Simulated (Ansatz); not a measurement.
# B started in the widest void in zincblende BN, 65 atoms, charge +3

Theory: DFT, PBEsol, PAW, plane waves (Ansatz).

Command:

```sh
ansatz run in.yaml --threads 7 --pin off --max-ram 13300MiB --runs-dir r --events-out ev --progress --plain
```

The input less its lattice and atoms:

```yaml
crystal:
  symmetry: { detect: false }
kpoints:
  mp_grid: { grid: [1, 1, 1], shift: [0.25, 0.25, 0.25] }
hamiltonian:
  xc: pbesol
total_charge: 3
scf:
  occupations: { method: fermi_dirac, width: 0.01 }
relax:
  f_tol: 0.03
  max_steps: 80
  escape_saddle: false
  adjacent_minimum: "off"
output:
  forces: true
  eigenvalues: true
  populations: true
  charged_corrections: { epsilon: 7.1 }
```

Start:

```
B N
1.0
     7.21159    0.00000    0.00000
     0.00000    7.21159    0.00000
     0.00000    0.00000    7.21159
B N
33 32
Direct
  0.00115 0.99971 0.99593
  0.00287 0.00201 0.49380
  0.00127 0.50264 0.00286
  0.00049 0.49971 0.50169
  0.50087 0.00128 0.00014
  0.50401 0.00495 0.49619
  0.50277 0.49330 0.99989
  0.50344 0.49593 0.50372
  0.25109 0.25040 0.00138
  0.24844 0.25412 0.50147
  0.25472 0.75277 0.99533
  0.24938 0.75001 0.49827
  0.74940 0.25614 0.99572
  0.75377 0.25205 0.49871
  0.74986 0.75297 0.00108
  0.75161 0.74943 0.50220
  0.24874 0.00155 0.25271
  0.24882 0.00167 0.75297
  0.24690 0.50468 0.25224
  0.25135 0.50315 0.75313
  0.75526 0.00046 0.24819
  0.75140 0.00340 0.74984
  0.75170 0.50059 0.25091
  0.75365 0.50517 0.74849
  0.99845 0.24855 0.25003
  0.00136 0.24942 0.74749
  0.99601 0.75147 0.24471
  0.99705 0.75452 0.74883
  0.50064 0.25113 0.25179
  0.49629 0.24890 0.75213
  0.49690 0.74925 0.25569
  0.49985 0.74932 0.75085
  0.37352 0.37244 0.37238
  0.12754 0.12452 0.12436
  0.12711 0.12636 0.62563
  0.12303 0.62013 0.12690
  0.11892 0.62539 0.62856
  0.62128 0.11850 0.12517
  0.62289 0.12710 0.62357
  0.62381 0.62474 0.12244
  0.62868 0.62494 0.62378
  0.38200 0.36851 0.12546
  0.37518 0.37565 0.62254
  0.37082 0.87508 0.12610
  0.37640 0.87710 0.62765
  0.87411 0.37285 0.12859
  0.87670 0.37832 0.62419
  0.86944 0.87111 0.12520
  0.87748 0.87401 0.62582
  0.37448 0.12530 0.37169
  0.37933 0.12900 0.88206
  0.37517 0.62801 0.37538
  0.37129 0.62641 0.87234
  0.87680 0.12238 0.37195
  0.88079 0.12739 0.87480
  0.87657 0.62238 0.37511
  0.87350 0.62658 0.87347
  0.12725 0.37530 0.37505
  0.12400 0.37129 0.86850
  0.12487 0.87491 0.37697
  0.12938 0.87199 0.86914
  0.62625 0.37281 0.37551
  0.62363 0.37625 0.87324
  0.62527 0.87591 0.37373
  0.61993 0.87177 0.87724
```

Steps:

| step | energy less the first (eV) | largest force component (eV/Å) |
| --- | --- | --- |
| start | 0.000 | 6.144 |
| 1 | -3.425 | 3.105 |
| 2 | -4.473 | 0.096 |
| 3 | -4.475 | 0.037 |
| 4 | -4.478 | 0.080 |
| 5 | -4.479 | 0.062 |
| 6 | -4.483 | 0.127 |
| 7 | -4.498 | 0.202 |
| 8 | -4.507 | 0.415 |
| 9 | -4.573 | 0.695 |
| 10 | -4.672 | 1.751 |
| 11 | -5.036 | 1.979 |
| 12 | -5.659 | 2.348 |
| 13 | -6.169 | 1.748 |
| 14 | -6.662 | 1.205 |
| 15 | -6.923 | 0.728 |
| 16 | -6.964 | 0.063 |
| 17 | -6.964 | 0.063 |
| 18 | -6.964 | 0.027 |

A structure on the way, about -4.47 eV from the start:

```
B N
1.0
     7.21159    0.00000    0.00000
     0.00000    7.21159    0.00000
     0.00000    0.00000    7.21159
B N
33 32
Direct
  0.99907 0.99909 0.99845
  0.99778 0.99789 0.49983
  0.99777 0.50047 0.99738
  0.99795 0.50433 0.50380
  0.50028 0.99764 0.99713
  0.50423 0.99839 0.50381
  0.50419 0.50455 0.99784
  0.51163 0.51269 0.51218
  0.24606 0.24617 0.99748
  0.23758 0.23874 0.51335
  0.24979 0.75279 0.99739
  0.24673 0.75262 0.50351
  0.75284 0.24985 0.99714
  0.75247 0.24669 0.50361
  0.75124 0.75132 0.99867
  0.75248 0.75275 0.50007
  0.24599 0.99788 0.24577
  0.24986 0.99784 0.75209
  0.23760 0.51389 0.23774
  0.24669 0.50409 0.75246
  0.75289 0.99755 0.24925
  0.75125 0.99922 0.75062
  0.75268 0.50415 0.24615
  0.75244 0.50065 0.75221
  0.99762 0.24634 0.24577
  0.99788 0.24999 0.75209
  0.99781 0.75269 0.24939
  0.99922 0.75125 0.75069
  0.51517 0.23688 0.23637
  0.50370 0.24685 0.75248
  0.50397 0.75283 0.24634
  0.50061 0.75277 0.75216
  0.37484 0.37089 0.36949
  0.12427 0.12434 0.12405
  0.12153 0.12160 0.62908
  0.12140 0.62932 0.12097
  0.12484 0.62616 0.62580
  0.63000 0.12074 0.12046
  0.62617 0.12494 0.62595
  0.62628 0.62635 0.12447
  0.62914 0.62931 0.62879
  0.37528 0.37485 0.12767
  0.37566 0.37558 0.62352
  0.37542 0.87542 0.12524
  0.37558 0.87576 0.62477
  0.87533 0.37537 0.12522
  0.87547 0.37558 0.62467
  0.87559 0.87513 0.12473
  0.87544 0.87542 0.62513
  0.37519 0.12813 0.37451
  0.37553 0.12566 0.87527
  0.37566 0.62354 0.37504
  0.37546 0.62526 0.87519
  0.87538 0.12552 0.37501
  0.87553 0.12526 0.87477
  0.87552 0.62516 0.37510
  0.87538 0.62552 0.87491
  0.12767 0.37499 0.37445
  0.12564 0.37541 0.87519
  0.12581 0.87537 0.37510
  0.12522 0.87533 0.87483
  0.62329 0.37553 0.37484
  0.62512 0.37565 0.87537
  0.62520 0.87581 0.37516
  0.62565 0.87534 0.87495
```

End:

```
B N
1.0
     7.21159    0.00000    0.00000
     0.00000    7.21159    0.00000
     0.00000    0.00000    7.21159
B N
33 32
Direct
  0.99807 0.99804 0.00030
  0.99830 0.99826 0.50264
  0.99822 0.49810 0.99950
  0.99853 0.49824 0.50367
  0.49813 0.99819 0.99949
  0.49827 0.99848 0.50368
  0.49767 0.49763 0.98197
  0.49860 0.49856 0.52174
  0.24160 0.24156 0.99494
  0.24735 0.24731 0.50241
  0.24728 0.74906 0.00065
  0.24227 0.75442 0.50778
  0.74909 0.24726 0.00065
  0.75446 0.24224 0.50777
  0.75438 0.75436 0.99565
  0.74942 0.74938 0.50275
  0.24615 0.99821 0.25147
  0.24698 0.99808 0.75143
  0.22873 0.49767 0.25100
  0.24615 0.49809 0.75153
  0.75035 0.99846 0.25159
  0.74930 0.99822 0.75163
  0.76841 0.49848 0.25194
  0.75035 0.49826 0.75181
  0.99826 0.24612 0.25147
  0.99812 0.24695 0.75143
  0.99849 0.75031 0.25160
  0.99825 0.74927 0.75163
  0.49771 0.22868 0.25100
  0.49812 0.24611 0.75152
  0.49851 0.76840 0.25194
  0.49829 0.75032 0.75182
  0.49891 0.49888 0.25232
  0.12366 0.12363 0.12694
  0.12361 0.12358 0.62675
  0.12181 0.62429 0.12602
  0.12393 0.62350 0.62660
  0.62433 0.12178 0.12601
  0.62352 0.12392 0.62658
  0.62029 0.62027 0.13007
  0.62456 0.62454 0.62882
  0.37637 0.37633 0.12965
  0.37284 0.37281 0.62884
  0.37282 0.87551 0.12613
  0.37380 0.87326 0.62659
  0.87554 0.37280 0.12613
  0.87329 0.37378 0.62658
  0.87325 0.87322 0.12710
  0.87355 0.87353 0.62687
  0.37273 0.12179 0.37761
  0.37363 0.12366 0.87699
  0.37675 0.62038 0.37368
  0.37273 0.62429 0.87512
  0.87327 0.12392 0.37684
  0.87342 0.12357 0.87692
  0.87551 0.62449 0.37781
  0.87324 0.62351 0.87728
  0.12182 0.37270 0.37761
  0.12369 0.37361 0.87700
  0.12395 0.87323 0.37684
  0.12359 0.87340 0.87692
  0.62040 0.37671 0.37369
  0.62431 0.37271 0.87510
  0.62451 0.87549 0.37781
  0.62353 0.87323 0.87728
```

The run converged.

Time: 56 s of wall time on 7 threads of a Neoverse-V2 processor, on a host shared with other runs; peak host memory 0.85 GiB.

(1) How much energy did the relaxation gain, and which atom moved most?

The one k point has no symmetry partners, which can distort the end along one axis.

Results:

(1) 6.96 eV in 18 steps, from a start with small random displacements (neighbours that lie too close to an added atom are first pushed off); atom 33 (B) moved 1.55 Å, the median atom 0.05 Å (drift of the whole cell removed).
